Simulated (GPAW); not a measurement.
**LiCl (Fm-3m): one start, several treatments of the self-energy**

Aim: compare treatments of exchange, screening and correlation for the gap of LiCl (Fm-3m).

Main program and level: GPAW 26.7.0; LDA and many-body steps on it, plane waves.

The database entry behind the starting cell differs from later determinations by our own check (0.1 to 0.3 % short, probably kX units), so it need not match the best structure at ambient conditions.

**1. Starting point**

The structure is cubic, space group Fm-3m (No. 225). Conventional cell: a = 5.130 Å, b = 5.130 Å, c = 5.130 Å, α = 90.00°, β = 90.00°, γ = 90.00°. Nearest to Li lie 6 Cl at 2.56 Å. Nearest to Cl lie 6 Li at 2.56 Å. Farther neighbours and most contacts between anions are not listed.

As a file:

```cif
data_structure
_symmetry_space_group_name_H-M 'Fm-3m'
_symmetry_Int_Tables_number 225
_cell_length_a 5.1295
_cell_length_b 5.1295
_cell_length_c 5.1295
_cell_angle_alpha 90.000
_cell_angle_beta 90.000
_cell_angle_gamma 90.000
_cell_volume 134.97
loop_
_atom_site_label
_atom_site_type_symbol
_atom_site_symmetry_multiplicity
_atom_site_Wyckoff_symbol
_atom_site_fract_x
_atom_site_fract_y
_atom_site_fract_z
_atom_site_occupancy
Li1 Li 4 a 0.00000 0.00000 0.00000 1
Cl1 Cl 4 b 0.50000 0.00000 0.00000 1
```

The cell and positions come from the Crystallography Open Database and are kept as given unless a step says otherwise.

**2. Empty states on the mesh, 6×6×6 mesh, 312 bands**

This step: GPAW 26.7.0; DFT, LDA, plane waves, PAW.

The sums over transitions need many empty states on a uniform mesh; this step solves for them.

Contents of run.py:

```python
import json
import numpy as np
from gpaw.mpi import world
from gpaw import GPAW

calc = GPAW('gs.gpw').fixed_density(kpts={'size': (6, 6, 6), 'gamma': True},
    parallel={'domain': 1, 'band': 1},
    txt='nscf.txt')
calc.diagonalize_full_hamiltonian(nbands=312)
calc.write('full.gpw', mode='all')
res = {}
kpts = calc.get_ibz_k_points()
res['kpts'] = kpts
res['eigenvalues'] = [calc.get_eigenvalues(kpt=k) for k in range(len(kpts))]
res['n_electrons'] = calc.get_number_of_electrons()

if world.rank == 0:
    with open('result.json', 'w') as f:
        json.dump(res, f, default=lambda x: x.tolist())
```

Run with:

```bash
mpirun -n 4 gpaw python run.py
```

Numbers of over 12 decimals in the logs are rounded to 6 here.

The program printed:

```text
Diagonalizing LCAO Hamiltonian
Converting LCAO to pw mode
convergence criteria:
- Maximum integral of absolute [eigenst]ate change: 4e-08 eV^2 / valence electron
maximum number of iterations: 100

SCF iterations
|iter     |     time |      energy | eigst |  dens |
|iter:   1|  |             | +1.26 |       |
|iter:   2|  |             | -0.12 |       |
|iter:   3|  |             | +0.03 |       |
[...]
|iter:   9|  |             | -6.16 |       |
|iter:  10|  |             | -6.87 |       |
|iter:  11|  |             | -7.56c|       |
SCF steps: 11
  __  _  _
 | _ |_)|_||  |
 |__||  | ||/\| - 26.7.0

Input parameters:
  mode=PW(ecut=600.0),
  convergence={'density': 1e-06, 'bands': -3},
  gpts=array([21, 21, 21]),
  kpts=MonkhorstPack(size=(6, 6, 6), gamma=True),
  maxiter=100,
  nbands=11,
  occupations=Occupations(name='fermi-dirac', width=0.001, fixmagmom=False),
  parallel={'domain': 1, 'band': 1},
  xc=XC(name='LDA')
Matrix size: 1139x1139
# Writing to full.gpw (mode='all')
  [... matrices ...]

timing:  # [seconds]
  Total: 7.849  # ━━━━━━━━━━━━━━━━━━━━━━━━━━━━━━━━━━━━━━━━━━━━━━━━━━━━━━━━━━━
```

It took 12 s on 4 MPI ranks of Arm Neoverse V1, shared host; peak memory 1.2 GiB; 47 s of CPU time.

Numbers from this step:

```
gap                                                           : 5.986 eV
k of the valence top                                          : 0, 0, 0
k of the conduction bottom                                    : 0, 0, 0
least direct gap                                              : 5.986 eV
k points computed                                             : 16
lowest point of the top converged band, above the valence top : 239.9887 eV
```

On this mesh the gap is 5.986 eV.

**3. G0W0, Godby-Needs plasmon pole**

G0W0 replaces the xc potential by the self-energy, built once from these orbitals. Only a window of levels is corrected, while the sums run over the empty bands that the input names.

This step: G0W0 on LDA, plane waves, PAW.

Contents of run.py:

```python
import json
import numpy as np
from gpaw.mpi import world
from gpaw.response.g0w0 import G0W0

gw = G0W0('full.gpw',
    filename='gw',
    kpts=[0],
    bands=(2, 6),
    ecut=150,
    nbands=140,
    integrate_gamma='WS',
    ppa=True)
gw.calculate()
res = {mode: {k: v for k, v in r.items() if k != 'sigma_eskwn'}
       for mode, r in gw.all_results.items()}

if world.rank == 0:
    with open('result.json', 'w') as f:
        json.dump(res, f, default=lambda x: x.tolist())
```

Run with:

```bash
mpirun -n 4 gpaw python run.py
```

The program printed:

```text
Using integrator: PointIntegrator
FrequencyGridDescriptor(from 0.000+0.000j to 0.000+27.211j eV, 2 points)
Nonperiodic BCs:  [False False False]
Using integrator: PointIntegrator
FrequencyGridDescriptor(from 0.000+0.000j to 0.000+27.211j eV, 2 points)
Nonperiodic BCs:  [False False False]
  ___  _ _ _
 |   || | | |
 | | || | | |
 |__ ||_____|
 |___|

BZ k-points: Symmetries present (total): 48

  [... matrices ...]
216 k-points: 6 x 6 x 6 Monkhorst-Pack grid + [1/12,1/12,1/12]
16 k-points in the irreducible part of the Brillouin zone
       k-points in crystal coordinates                weights
   0:     0.00000000    0.00000000    0.00000000          1/216
   1:     0.16666667    0.16666667    0.00000000          6/216
   2:     0.16666667    0.16666667    0.16666667          8/216
   3:     0.33333333    0.16666667    0.16666667         12/216
   4:     0.33333333    0.33333333   -0.33333333         12/216
   5:     0.33333333    0.33333333    0.00000000          6/216
   6:     0.33333333    0.33333333    0.16666667         24/216
   7:     0.33333333    0.33333333    0.33333333          8/216
   8:     0.50000000    0.33333333   -0.33333333         24/216
   9:     0.50000000    0.33333333   -0.16666667         12/216
          ...
  15:     0.50000000    0.50000000    0.50000000          4/216

Distributing spins, k-points and bands (1 x 1 x 4) over 4 processes
Number of blocks: 1

Quasi particle states:
k-points (IBZ indices): [0]
Band range: (2, 6)
  [... matrices ...]
Computational parameters:
Plane wave cut-off: 150 eV
Number of bands: 140
Coulomb cutoff: None
Broadening: 0.1 eV

fxc modes: GW
Kernel: RPA
Using Godby-Needs plasmon-pole approximation:
  Fitting energy: i*E0, E0 = 1.000 Hartree
Summing all q:

Calculating screened Coulomb potential
No Coulomb truncation
FrequencyGridDescriptor(from 0.000+0.000j to 0.000+27.211j eV, 2 points)
Removing empty qpoint cache files...

Calculating chi0 body with:
    Ground state adapter containing:
    Number of spins: 1
    Number of kpoints: 216
    Number of irreducible kpoints: 16
    Number of completely occupied states: 4
    Number of partially occupied states: 4
    Occupied states memory: 0.565247 M / cpu

    Linear response parametrization:
    q_c: [1.3877787807814457e-17, 1.3877787807814457e-17, 1.3877787807814457e-17]
    Number of frequency points: 2
    Planewave cutoff: 150.0
    Number of bands: 140
    Number of planewaves: 137
    Broadening (eta): 1e-06
    comm.size: 4
    kncomm.size: 4
    blockcomm.size: 1

    Memory estimate of potentially large arrays:
        chi0_wGG: 0.572784 M / cpu
Integrating chi0 body.

Symmetries of q_c:
    Direct symmetries (Uq -> q): 48
    Indirect symmetries (TUq -> q): 0
In total 48 allowed symmetries.

  [... matrices ...]
16 groups of equivalent kpoints. 92.592593% reduction.

Integral kind: response function
Integrating chi0 head and wings.

Symmetries of q_c:
    Direct symmetries (Uq -> q): 48
    Indirect symmetries (TUq -> q): 0
In total 48 allowed symmetries.

  [... matrices ...]
16 groups of equivalent kpoints. 92.592593% reduction.

Integral kind: response function wings

Calculating chi0 body with:
    Ground state adapter containing:
    Number of spins: 1
    Number of kpoints: 216
    Number of irreducible kpoints: 16
    Number of completely occupied states: 4
    Number of partially occupied states: 4
[... the further q-points ...]

Results:
f:      Occupation numbers
eps:     KS-eigenvalues [eV]
vxc:     KS vxc [eV]
exx:     Exact exchange [eV]
sigma:   Self-energies [eV]
dsigma:  Self-energy derivatives
Z:       Renormalization factors
qp:      QP-energies [eV]

k-point 0 (0): (0.000, 0.000, 0.000)                GW
band       f     eps     vxc     exx   sigma  dsigma       Z      qp
                                                                   GW
   2   1.000   0.540 -17.233 -21.238   2.026  -0.242   0.805  -1.054
   3   1.000   0.540 -17.233 -21.238   2.026  -0.242   0.805  -1.054
   4   0.000   6.526 -11.280  -6.445  -3.510  -0.181   0.847   7.648
   5   0.000  12.163 -10.136  -4.520  -3.860  -0.187   0.842  13.642
```

It took 84 s on 4 MPI ranks; peak memory 1 GiB; 5.6 min of CPU time.

Numbers from this step:

- G0W0 gap on the points computed: 8.702 eV
- least direct G0W0 gap on the computed points: 8.702 eV
- Z at the valence top: 0.8052
- Z at the conduction bottom: 0.8465
- starting gap on the mesh: 5.986 eV
- k of the valence top: 0, 0, 0
- k of the conduction bottom: 0, 0, 0

The gap on the mesh goes from 5.99 eV to 8.70 eV, a correction of +2.72 eV.

**4. One-shot HSE06**

This step: one-shot HSE06 levels on LDA orbitals, plane waves, PAW.

Contents of run.py:

```python
import json
import numpy as np
from gpaw.mpi import world
from gpaw.hybrids.eigenvalues import non_self_consistent_eigenvalues

dft, vxc, vxc_hyb = non_self_consistent_eigenvalues('full.gpw', 'HSE06', 2, 6, kpt_indices=[0])
res = {'dft': dft[0], 'hybrid': (dft - vxc + vxc_hyb)[0]}
if world.rank == 0:
    with open('hybrid.txt', 'w') as f:
        for k, e0, e1 in zip([0], res['dft'], res['hybrid']):
            print(k, ' '.join(f'{x:9.4f}' for x in e0), '|', ' '.join(f'{x:9.4f}' for x in e1), file=f)

if world.rank == 0:
    with open('result.json', 'w') as f:
        json.dump(res, f, default=lambda x: x.tolist())
```

Run with:

```bash
mpirun -n 4 gpaw python run.py
```

The program printed:

```text
IBZ(<points: 16, symmetries: 48>)
Occupied bands: 4
Transforming wave functions from IBZ to BZ: 0.056 seconds
Distributing wave functions and iFFT-ing to real space: 0.299 seconds
Calculating eigenvalues:
  k-points: 1
  Bands: 2-5 (inclusive)
  Seconds: 0.345 (wave-function broadcasting: 0.003 seconds)
HSE06-eigenvalue shifts:
  min: -0.881 eV
  ave: -0.022 eV
  max: 0.901 eV
```

Run time: 3.4 s. Hardware: 4 MPI ranks; peak memory 0.5 GiB.

This step gave:

```yaml
starting_gap_on_the_mesh: 5.986 eV
hybrid_gap_on_the_mesh: 7.640 eV
least_direct_hybrid_gap_on_the_computed_points: 7.640 eV
```

**5. G0W0, extrapolated in the cutoff**

This step: G0W0 on LDA, plane waves, PAW.

Contents of run.py:

```python
import json
import numpy as np
from gpaw.mpi import world
from gpaw.response.g0w0 import G0W0

gw = G0W0('full.gpw',
    filename='gw',
    kpts=[0],
    bands=(2, 6),
    ecut=250.0,
    integrate_gamma='WS',
    ppa=True,
    ecut_extrapolation=True)
gw.calculate()
res = {mode: {k: v for k, v in r.items() if k != 'sigma_eskwn'}
       for mode, r in gw.all_results.items()}

if world.rank == 0:
    with open('result.json', 'w') as f:
        json.dump(res, f, default=lambda x: x.tolist())
```

Run with:

```bash
mpirun -n 4 gpaw python run.py
```

The program printed:

```text
Using integrator: PointIntegrator
FrequencyGridDescriptor(from 0.000+0.000j to 0.000+27.211j eV, 2 points)
Nonperiodic BCs:  [False False False]
Using integrator: PointIntegrator
FrequencyGridDescriptor(from 0.000+0.000j to 0.000+27.211j eV, 2 points)
Nonperiodic BCs:  [False False False]
  ___  _ _ _
 |   || | | |
 | | || | | |
 |__ ||_____|
 |___|

BZ k-points: Symmetries present (total): 48

  [... matrices ...]
216 k-points: 6 x 6 x 6 Monkhorst-Pack grid + [1/12,1/12,1/12]
16 k-points in the irreducible part of the Brillouin zone
       k-points in crystal coordinates                weights
   0:     0.00000000    0.00000000    0.00000000          1/216
   1:     0.16666667    0.16666667    0.00000000          6/216
   2:     0.16666667    0.16666667    0.16666667          8/216
[...]
9:     0.50000000    0.33333333   -0.16666667         12/216
          ...
  15:     0.50000000    0.50000000    0.50000000          4/216

Distributing spins, k-points and bands (1 x 1 x 4) over 4 processes
Number of blocks: 1

Quasi particle states:
k-points (IBZ indices): [0]
Band range: (2, 6)
  [... matrices ...]
Computational parameters:
Extrapolating to infinite plane wave cut-off using points at:
  215.443 eV
  231.120 eV
  250.000 eV
Number of bands: 302
Coulomb cutoff: None
Broadening: 0.1 eV

fxc modes: GW
Kernel: RPA
Using Godby-Needs plasmon-pole approximation:
  Fitting energy: i*E0, E0 = 1.000 Hartree
Summing all q:

Calculating screened Coulomb potential
No Coulomb truncation
FrequencyGridDescriptor(from 0.000+0.000j to 0.000+27.211j eV, 2 points)
Removing empty qpoint cache files...

Calculating chi0 body with:
    Ground state adapter containing:
    Number of spins: 1
    Number of kpoints: 216
    Number of irreducible kpoints: 16
[...]
Number of partially occupied states: 4
    Occupied states memory: 0.565247 M / cpu

    Linear response parametrization:
    q_c: [1.3877787807814457e-17, 1.3877787807814457e-17, 1.3877787807814457e-17]
    Number of frequency points: 2
    Planewave cutoff: 250.0
    Number of bands: 302
    Number of planewaves: 307
    Broadening (eta): 1e-06
    comm.size: 4
    kncomm.size: 4
    blockcomm.size: 1

    Memory estimate of potentially large arrays:
        chi0_wGG: 2.876251 M / cpu
Integrating chi0 body.

Symmetries of q_c:
    Direct symmetries (Uq -> q): 48
    Indirect symmetries (TUq -> q): 0
In total 48 allowed symmetries.

  [... matrices ...]
16 groups of equivalent kpoints. 92.592593% reduction.

Integral kind: response function
Integrating chi0 head and wings.

Symmetries of q_c:
    Direct symmetries (Uq -> q): 48
    Indirect symmetries (TUq -> q): 0
In total 48 allowed symmetries.

  [... matrices ...]
16 groups of equivalent kpoints. 92.592593% reduction.

Integral kind: response function wings

Calculating chi0 body with:
    Ground state adapter containing:
    Number of spins: 1
    Number of kpoints: 216
    Number of irreducible kpoints: 16
    Number of completely occupied states: 4
    Number of partially occupied states: 4
[... the further q-points ...]
Extrapolating selfenergy to infinite energy cutoff:
  Performing linear fit to 3 points
  Minimum R^2 = 0.9885. (R^2 Should be close to 1)
  [... matrices ...]
Results:
f:      Occupation numbers
eps:     KS-eigenvalues [eV]
vxc:     KS vxc [eV]
exx:     Exact exchange [eV]
sigma:   Self-energies [eV]
dsigma:  Self-energy derivatives
Z:       Renormalization factors
qp:      QP-energies [eV]

k-point 0 (0): (0.000, 0.000, 0.000)                GW
band       f     eps     vxc     exx   sigma  dsigma       Z      qp
                                                                   GW
   2   1.000   0.540 -17.233 -21.238   1.654  -0.245   0.803  -1.348
   3   1.000   0.540 -17.233 -21.238   1.654  -0.245   0.803  -1.348
   4   0.000   6.526 -11.280  -6.445  -3.681  -0.183   0.846   7.503
   5   0.000  12.163 -10.136  -4.520  -4.002  -0.201   0.833  13.508
```

The job ended after 8.6 min (4 MPI ranks; peak memory 1.2 GiB; 35 min of CPU time).

Numbers from this step:

* quasiparticle gap on the points computed: 8.851 eV
* least direct quasiparticle gap on the computed points: 8.851 eV
* Z at the valence top: 0.8030
* Z at the conduction bottom: 0.8456
* starting gap on the mesh: 5.986 eV
* k of the valence top: 0, 0, 0
* k of the conduction bottom: 0, 0, 0
* gaps at the cutoffs of the extrapolation: 8.761, 8.770, 8.779 eV

Against G0W0 in GPAW (6×6×6 mesh, 140 bands, screening to 150 eV, Godby-Needs plasmon pole), the gap moves by +0.149 eV.

**6. One-shot PBE0**

This step: one-shot PBE0 levels on LDA orbitals, plane waves, PAW.

Contents of run.py:

```python
import json
import numpy as np
from gpaw.mpi import world
from gpaw.hybrids.eigenvalues import non_self_consistent_eigenvalues

dft, vxc, vxc_hyb = non_self_consistent_eigenvalues('full.gpw', 'PBE0', 2, 6, kpt_indices=[0])
res = {'dft': dft[0], 'hybrid': (dft - vxc + vxc_hyb)[0]}
if world.rank == 0:
    with open('hybrid.txt', 'w') as f:
        for k, e0, e1 in zip([0], res['dft'], res['hybrid']):
            print(k, ' '.join(f'{x:9.4f}' for x in e0), '|', ' '.join(f'{x:9.4f}' for x in e1), file=f)

if world.rank == 0:
    with open('result.json', 'w') as f:
        json.dump(res, f, default=lambda x: x.tolist())
```

Run with:

```bash
mpirun -n 4 gpaw python run.py
```

The program printed:

```text
IBZ(<points: 16, symmetries: 48>)
Occupied bands: 4
Transforming wave functions from IBZ to BZ: 0.058 seconds
Distributing wave functions and iFFT-ing to real space: 0.312 seconds
Calculating eigenvalues:
  k-points: 1
  Bands: 2-5 (inclusive)
  Seconds: 0.645 (wave-function broadcasting: 0.003 seconds)
HSE06-eigenvalue shifts:
  min: -1.281 eV
  ave: -0.026 eV
  max: 1.300 eV
```

It took 3.7 s on 4 MPI ranks; peak memory 0.49 GiB.

This step gave:

```yaml
starting_gap_on_the_mesh: 5.986 eV
hybrid_gap_on_the_mesh: 8.422 eV
least_direct_hybrid_gap_on_the_computed_points: 8.422 eV
```

**7. G0W0, full frequency, Hilbert transform**

This step: G0W0 on LDA, plane waves, PAW.

Contents of run.py:

```python
import json
import numpy as np
from gpaw.mpi import world
from gpaw.response.g0w0 import G0W0

gw = G0W0('full.gpw',
    filename='gw',
    kpts=[0],
    bands=(2, 6),
    ecut=150,
    nbands=140,
    integrate_gamma='WS',
    frequencies={'type': 'nonlinear', 'domega0': 0.1, 'omega2': 15.0},
    eta=0.1,
    nblocksmax=True)
gw.calculate()
res = {mode: {k: v for k, v in r.items() if k != 'sigma_eskwn'}
       for mode, r in gw.all_results.items()}

if world.rank == 0:
    with open('result.json', 'w') as f:
        json.dump(res, f, default=lambda x: x.tolist())
```

Run with:

```bash
mpirun -n 4 gpaw python run.py
```

The program printed:

```text
Using integrator: PointIntegrator
NonLinearFrequencyDescriptor(from 0.000 to 159.133 eV, 296 points)
Nonperiodic BCs:  [False False False]
Using integrator: PointIntegrator
NonLinearFrequencyDescriptor(from 0.000 to 159.133 eV, 296 points)
Nonperiodic BCs:  [False False False]
  ___  _ _ _
 |   || | | |
 | | || | | |
 |__ ||_____|
 |___|

BZ k-points: Symmetries present (total): 48

  [... matrices ...]
216 k-points: 6 x 6 x 6 Monkhorst-Pack grid + [1/12,1/12,1/12]
16 k-points in the irreducible part of the Brillouin zone
[...]
Results:
f:      Occupation numbers
eps:     KS-eigenvalues [eV]
vxc:     KS vxc [eV]
exx:     Exact exchange [eV]
sigma:   Self-energies [eV]
dsigma:  Self-energy derivatives
Z:       Renormalization factors
qp:      QP-energies [eV]

k-point 0 (0): (0.000, 0.000, 0.000)                GW
band       f     eps     vxc     exx   sigma  dsigma       Z      qp
                                                                   GW
   2   1.000   0.540 -17.233 -21.238   1.952  -0.264   0.791  -1.084
   3   1.000   0.540 -17.233 -21.238   1.953  -0.264   0.791  -1.084
   4   0.000   6.526 -11.280  -6.445  -3.508  -0.189   0.841   7.643
   5   0.000  12.163 -10.136  -4.520  -3.885  -0.208   0.828  13.597
```

Elapsed: 2.2 min, on 4 MPI ranks; peak memory 1.4 GiB; 8.8 min of CPU time.

Numbers from this step:

```yaml
g0w0_gap_on_the_points_computed: 8.727 eV
least_direct_g0w0_gap_on_the_computed_points: 8.727 eV
starting_gap_on_the_mesh: 5.986 eV
k_of_the_valence_top: 0, 0, 0
k_of_the_conduction_bottom: 0, 0, 0
```

Against G0W0 in GPAW (6×6×6 mesh, 140 bands, screening to 150 eV, Godby-Needs plasmon pole), the gap moves by +0.025 eV.

**8. The runs together**

Times are wall times on 4 MPI ranks of Arm Neoverse V1, shared host, good to a factor of about two.

```
                                    run   mesh  bands  screening cutoff (eV)  DFT gap (eV)  gap on the mesh (eV)  direct (eV)     time
         G0W0, Godby-Needs plasmon pole  6×6×6    140                    150         5.986                 8.702        8.702     84 s
                         one-shot HSE06  6×6×6      -                      -         5.986                 7.640        7.640    3.4 s
       G0W0, extrapolated in the cutoff  6×6×6      -                    250         5.986                 8.851        8.851  8.6 min
                          one-shot PBE0  6×6×6      -                      -         5.986                 8.422        8.422    3.7 s
G0W0, full frequency, Hilbert transform  6×6×6    140                    150         5.986                 8.727        8.727  2.2 min
```

**9. Summary of results**

| Quantity | Value |
| --- | --- |
| G0W0, Godby-Needs plasmon pole | 8.702 eV |
| one-shot HSE06 | 7.640 eV |
| G0W0, extrapolated in the cutoff | 8.851 eV |
| one-shot PBE0 | 8.422 eV |
| G0W0, full frequency, Hilbert transform | 8.727 eV |
| known limits | not at the basis limit |

What this shows: One-shot HSE06: −1.061 eV against G0W0, Godby-Needs plasmon pole. G0W0, extrapolated in the cutoff: +0.149 eV against G0W0, Godby-Needs plasmon pole, at other bands or cutoff, so not like for like. One-shot PBE0: −0.280 eV against G0W0, Godby-Needs plasmon pole. G0W0, full frequency, Hilbert transform: +0.025 eV against G0W0, Godby-Needs plasmon pole. One-shot hybrid levels are evaluated on the LDA orbitals. Bands and cutoff are finite, so the gap is not at the basis limit. The miss can reach some tenths of an eV and take either sign; the mesh is an error of its own. These stock PAW sets were not made for GW. In the G0W0 runs levels were corrected at 1 k point alone, so a gap called «on the mesh» is the least over those, and an edge elsewhere would be missed.

[Paths, hosts, dates, memory and timing lines, banners, echoed tables and standing remarks are left out of the program output.]

[Logs are printed without paths, hosts, clocks, repeated set-up lines and the standing remarks that a program may print on its own settings, such as how far it seeks lower states.]

[Runs of the session that timed out or met a known fault of the program may be left out.]

[Hosts, paths, dates, database ids (printed as entryN), source tags and the programs' standing remarks are cut or masked in the printed files.]
